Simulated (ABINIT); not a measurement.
# InAs (F-43m) in ABINIT: equation of state

How stiff is InAs in PBE, and what volume does it want? The cell is scaled to several volumes.

Program: ABINIT 10.8.3 (patched build). These are calculated values, not measurements. Logs are shortened: lines on timing, memory, paths and dates and some standing lists are left out, and cuts for length are marked. The log counts tension as positive stress, the text compression.

**1. Starting point**

Symmetry: F-43m, No. 216, cubic system. The conventional cell has a = 6.036 Å, b = 6.036 Å, c = 6.036 Å, α = 90.00°, β = 90.00°, γ = 90.00°. Around In (site symmetry -43m) lie 4 As at 2.61 Å. Around As (site symmetry -43m) lie 4 In at 2.61 Å.

**2. Equation of state, PBE**

The input, run.abi:

```
# Datasets: one volume each
ndtset 7
getwfk -1
scalecart1 3*0.9795861087
scalecart2 3*0.9864848297
scalecart3 3*0.9932883884
scalecart4 3*1.0000000000
scalecart5 3*1.0066227096
scalecart6 3*1.0131594038
scalecart7 3*1.0196128224

# Pseudopotentials
pp_dirpath "./"
pseudos "In.GGA_PBE-JTH.xml, As.GGA_PBE-JTH.xml"

# Structure
acell 8.0655335175 8.0655335175 8.0655335175
rprim
     0.0000000000     0.7071067812     0.7071067812
     0.7071067812     0.0000000000     0.7071067812
     0.7071067812     0.7071067812     0.0000000000
ntypat 2
znucl 49 33
natom 2
typat 1 2
xred
     0.0000000000     0.0000000000     0.0000000000
     0.7500000000     0.7500000000     0.7500000000

# Plane-wave basis
ecut 598.650497 eV
pawecutdg 44.0
pawxcdev 0

# k points
kptopt 1
ngkpt 8 8 8
nshiftk 1
shiftk 0.0 0.0 0.0

# Exchange and correlation
ixc 11

# Bands and occupations
nband 18
occopt 3
tsmear 0.05 eV

# SCF cycle
nstep 100
tolvrs 1.0e-9

# Output
iomode 3
prtwf 1
prtden 0
prteig 0
prtebands 0
```

Potentials or basis: JTH PAW PBE v2.0.

The run is started by

```
$ abinit run.abi > log 2>&1
```

run.abo:

```text
.Version 10.8.3 of ABINIT
 DATASET    1 : space group F-4 3 m (#216); Bravais cF (face-center cubic)
================================================================================
 Values of the parameters that define the memory need for DATASET  1.
     intxc =       0    ionmov =       0      iscf =      17    lmnmax =      18
     lnmax =       6     mgfft =      36  mpssoang =       3    mqgrid =    3001
     natom =       2  nloc_mem =       2    nspden =       1   nspinor =       1
    nsppol =       1      nsym =      24    n1xccc =       1    ntypat =       2
    occopt =       3   xclevel =       2
       mpw =        1747          nfft =       46656          nkpt =          29
 PAW method is used; the additional fine FFT grid is defined by:
   mgfftf=        48    nfftf =    110592
================================================================================
================================================================================
[... 71 lines left out ...]
 DATASET    7 : space group F-4 3 m (#216); Bravais cF (face-center cubic)
================================================================================
 Values of the parameters that define the memory need for DATASET  7.
     intxc =       0    ionmov =       0      iscf =      17    lmnmax =      18
     lnmax =       6     mgfft =      36  mpssoang =       3    mqgrid =    3001
     natom =       2  nloc_mem =       2    nspden =       1   nspinor =       1
    nsppol =       1      nsym =      24    n1xccc =       1    ntypat =       2
    occopt =       3   xclevel =       2
       mpw =        1964          nfft =       46656          nkpt =          29
 PAW method is used; the additional fine FFT grid is defined by:
   mgfftf=        50    nfftf =    125000
================================================================================
================================================================================

--------------------------------------------------------------------------------
------------- Echo of variables that govern the present computation ------------
--------------------------------------------------------------------------------
 -outvars: echo values of preprocessed input variables --------
            acell      8.0655335175E+00  8.0655335175E+00  8.0655335175E+00 Bohr
              amu      1.14820000E+02  7.49215900E+01
             ecut      2.20000000E+01 Hartree
           getwfk          -1
              ixc          11
           jdtset        1    2    3    4    5    6    7
         kptrlatt        8    0    0      0    8    0      0    0    8
          kptrlen1     6.32070767E+01
          kptrlen2     6.36522117E+01
          kptrlen3     6.40912063E+01
          kptrlen4     6.45242681E+01
          kptrlen5     6.49515936E+01
          kptrlen6     6.53733690E+01
          kptrlen7     6.57897712E+01
            natom           2
            nband          18
           ndtset           7
            ngfft          36      36      36
          ngfftdg1         48      48      48
          ngfftdg2         48      48      48
          ngfftdg3         48      48      48
          ngfftdg4         50      50      50
          ngfftdg5         50      50      50
          ngfftdg6         50      50      50
          ngfftdg7         50      50      50
             nkpt          29
            nstep         100
             nsym          24
           ntypat           2
           occopt           3
        pawecutdg      4.40000000E+01 Hartree
         pawxcdev           0
           prtden           0
        prtebands           0
           prteig           0
            rprim1     0.0000000000E+00  6.9267198023E-01  6.9267198023E-01
                       6.9267198023E-01  0.0000000000E+00  6.9267198023E-01
                       6.9267198023E-01  6.9267198023E-01  0.0000000000E+00
            rprim2     0.0000000000E+00  6.9755011263E-01  6.9755011263E-01
                       6.9755011263E-01  0.0000000000E+00  6.9755011263E-01
                       6.9755011263E-01  6.9755011263E-01  0.0000000000E+00
            rprim3     0.0000000000E+00  7.0236095512E-01  7.0236095512E-01
                       7.0236095512E-01  0.0000000000E+00  7.0236095512E-01
                       7.0236095512E-01  7.0236095512E-01  0.0000000000E+00
            rprim4     0.0000000000E+00  7.0710678120E-01  7.0710678120E-01
                       7.0710678120E-01  0.0000000000E+00  7.0710678120E-01
                       7.0710678120E-01  7.0710678120E-01  0.0000000000E+00
            rprim5     0.0000000000E+00  7.1178974407E-01  7.1178974407E-01
                       7.1178974407E-01  0.0000000000E+00  7.1178974407E-01
                       7.1178974407E-01  7.1178974407E-01  0.0000000000E+00
            rprim6     0.0000000000E+00  7.1641188486E-01  7.1641188486E-01
                       7.1641188486E-01  0.0000000000E+00  7.1641188486E-01
                       7.1641188486E-01  7.1641188486E-01  0.0000000000E+00
            rprim7     0.0000000000E+00  7.2097514092E-01  7.2097514092E-01
                       7.2097514092E-01  0.0000000000E+00  7.2097514092E-01
                       7.2097514092E-01  7.2097514092E-01  0.0000000000E+00
          spgroup         216
           tolvrs      1.00000000E-09
           tsmear      1.83746611E-03 Hartree
            typat      1  2
           useylm           1
           xangst1     0.0000000000E+00  0.0000000000E+00  0.0000000000E+00
                       4.4345863112E+00  4.4345863112E+00  4.4345863112E+00
           xangst2     0.0000000000E+00  0.0000000000E+00  0.0000000000E+00
                       4.4658168211E+00  4.4658168211E+00  4.4658168211E+00
           xangst3     0.0000000000E+00  0.0000000000E+00  0.0000000000E+00
                       4.4966165313E+00  4.4966165313E+00  4.4966165313E+00
           xangst4     0.0000000000E+00  0.0000000000E+00  0.0000000000E+00
                       4.5269999970E+00  4.5269999970E+00  4.5269999970E+00
           xangst5     0.0000000000E+00  0.0000000000E+00  0.0000000000E+00
                       4.5569810033E+00  4.5569810033E+00  4.5569810033E+00
           xangst6     0.0000000000E+00  0.0000000000E+00  0.0000000000E+00
                       4.5865726180E+00  4.5865726180E+00  4.5865726180E+00
           xangst7     0.0000000000E+00  0.0000000000E+00  0.0000000000E+00
                       4.6157872440E+00  4.6157872440E+00  4.6157872440E+00
            xcart1     0.0000000000E+00  0.0000000000E+00  0.0000000000E+00
                       8.3801536098E+00  8.3801536098E+00  8.3801536098E+00
            xcart2     0.0000000000E+00  0.0000000000E+00  0.0000000000E+00
                       8.4391707204E+00  8.4391707204E+00  8.4391707204E+00
            xcart3     0.0000000000E+00  0.0000000000E+00  0.0000000000E+00
                       8.4973737374E+00  8.4973737374E+00  8.4973737374E+00
            xcart4     0.0000000000E+00  0.0000000000E+00  0.0000000000E+00
                       8.5547901663E+00  8.5547901663E+00  8.5547901663E+00
            xcart5     0.0000000000E+00  0.0000000000E+00  0.0000000000E+00
                       8.6114460573E+00  8.6114460573E+00  8.6114460573E+00
            xcart6     0.0000000000E+00  0.0000000000E+00  0.0000000000E+00
                       8.6673661046E+00  8.6673661046E+00  8.6673661046E+00
            xcart7     0.0000000000E+00  0.0000000000E+00  0.0000000000E+00
                       8.7225737465E+00  8.7225737465E+00  8.7225737465E+00
             xred      0.0000000000E+00  0.0000000000E+00  0.0000000000E+00
                       7.5000000000E-01  7.5000000000E-01  7.5000000000E-01
            znucl       49.00000   33.00000

================================================================================

 chkinp: Checking input parameters for consistency, jdtset=   1.

 chkinp: Checking input parameters for consistency, jdtset=   2.
[... 40 lines left out ...]
 getcut: wavevector=  0.0000  0.0000  0.0000  ngfft=  48  48  48
         ecut(hartree)=     44.000   => boxcut(ratio)=   2.03458

--- Pseudopotential description ------------------------------------------------
- pspini: atom type   1  psp file is ./In.GGA_PBE-JTH.xml
 Pseudopotential format is: paw10
 basis_size (lnmax)=  6 (lmn_size= 18), orbitals=   0   0   1   1   2   2
 Spheres core radius: rc_sph= 2.50644782
 Shapefunction is BESSEL type: shapef(r,l)=aa(1,l)*jl(q(1,l)*r)+aa(2,l)*jl(q(2,l)*r)
 Radius for shape functions =  1.40569481
 Compensation charge density is not taken into account in XC energy/potential

- pspini: atom type   2  psp file is ./As.GGA_PBE-JTH.xml
 Pseudopotential format is: paw10
 basis_size (lnmax)=  6 (lmn_size= 18), orbitals=   0   0   1   1   2   2
 Spheres core radius: rc_sph= 2.10391912
 Shapefunction is BESSEL type: shapef(r,l)=aa(1,l)*jl(q(1,l)*r)+aa(2,l)*jl(q(2,l)*r)
 Radius for shape functions =  1.70360438
 Compensation charge density is not taken into account in XC energy/potential

   1.37430372E+03                                ecore*ucvol(ha*bohr**3)
--------------------------------------------------------------------------------

================================================================================

--- !BeginCycle
iteration_state: {dtset: 1, }
solver: {iscf: 17, nstep: 100, nline: 4, wfoptalg: 10, }
tolerances: {tolvrs: 1.00E-09, }
...
[... 1250 lines left out ...]
-Cartesian components of stress tensor (GPa)         [Pressure=  7.9591E-01 GPa]
- sigma(1 1)= -7.95909496E-01  sigma(3 2)=  0.00000000E+00
- sigma(2 2)= -7.95909496E-01  sigma(3 1)=  0.00000000E+00
- sigma(3 3)= -7.95909496E-01  sigma(2 1)=  0.00000000E+00

== END DATASET(S) ==============================================================
================================================================================

 -outvars: echo values of variables after computation  --------
            acell      8.0655335175E+00  8.0655335175E+00  8.0655335175E+00 Bohr
           etotal1    -1.7191935441E+02
           etotal2    -1.7192143248E+02
           etotal3    -1.7192308978E+02
           etotal4    -1.7192435070E+02
           etotal5    -1.7192528490E+02
           etotal6    -1.7192590790E+02
           etotal7    -1.7192625118E+02
            fcart1     3.7653768270E-31  3.7653768270E-31 -1.1296130481E-30
                      -3.7653768270E-31 -3.7653768270E-31  1.1296130481E-30
            fcart2     3.7390446591E-31  3.7390446591E-31 -1.1217133977E-30
                      -3.7390446591E-31 -3.7390446591E-31  1.1217133977E-30
            fcart3    -0.0000000000E+00 -0.0000000000E+00 -0.0000000000E+00
                      -0.0000000000E+00 -0.0000000000E+00 -0.0000000000E+00
            fcart4     2.3606469336E-29  2.3606469336E-29 -7.0819408008E-29
                      -2.3606469336E-29 -2.3606469336E-29  7.0819408008E-29
            fcart5    -0.0000000000E+00 -0.0000000000E+00 -0.0000000000E+00
                      -0.0000000000E+00 -0.0000000000E+00 -0.0000000000E+00
[... 38 lines left out ...]
                       0.0000000000E+00  0.0000000000E+00  0.0000000000E+00
           xangst1     0.0000000000E+00  0.0000000000E+00  0.0000000000E+00
                       4.4345863112E+00  4.4345863112E+00  4.4345863112E+00
           xangst2     0.0000000000E+00  0.0000000000E+00  0.0000000000E+00
                       4.4658168211E+00  4.4658168211E+00  4.4658168211E+00
           xangst3     0.0000000000E+00  0.0000000000E+00  0.0000000000E+00
                       4.4966165313E+00  4.4966165313E+00  4.4966165313E+00
           xangst4     0.0000000000E+00  0.0000000000E+00  0.0000000000E+00
                       4.5269999970E+00  4.5269999970E+00  4.5269999970E+00
           xangst5     0.0000000000E+00  0.0000000000E+00  0.0000000000E+00
                       4.5569810033E+00  4.5569810033E+00  4.5569810033E+00
           xangst6     0.0000000000E+00  0.0000000000E+00  0.0000000000E+00
                       4.5865726180E+00  4.5865726180E+00  4.5865726180E+00
           xangst7     0.0000000000E+00  0.0000000000E+00  0.0000000000E+00
                       4.6157872440E+00  4.6157872440E+00  4.6157872440E+00
             xred      0.0000000000E+00  0.0000000000E+00  0.0000000000E+00
                       7.5000000000E-01  7.5000000000E-01  7.5000000000E-01
 Calculation completed.
```

Run time: 3 min. Hardware: 1 thread of Arm Neoverse V2, shared host; peak memory 0.17 GiB.

Results:

```
Equilibrium volume : 29.65 Å³/atom (rough: see the caveat)
Bulk modulus       : 48 GPa (rough)
```

Energy against volume, from the lowest point:
```csv
volume (Å³/atom),energy (meV/atom)
25.840,93.84
26.389,65.56
26.939,43.01
27.489,25.86
28.039,13.15
28.588,4.67
29.138,0.00
```

Caveat: pressures at fixed basis lie under the slope of the energies; the minimum lies outside the volumes run.
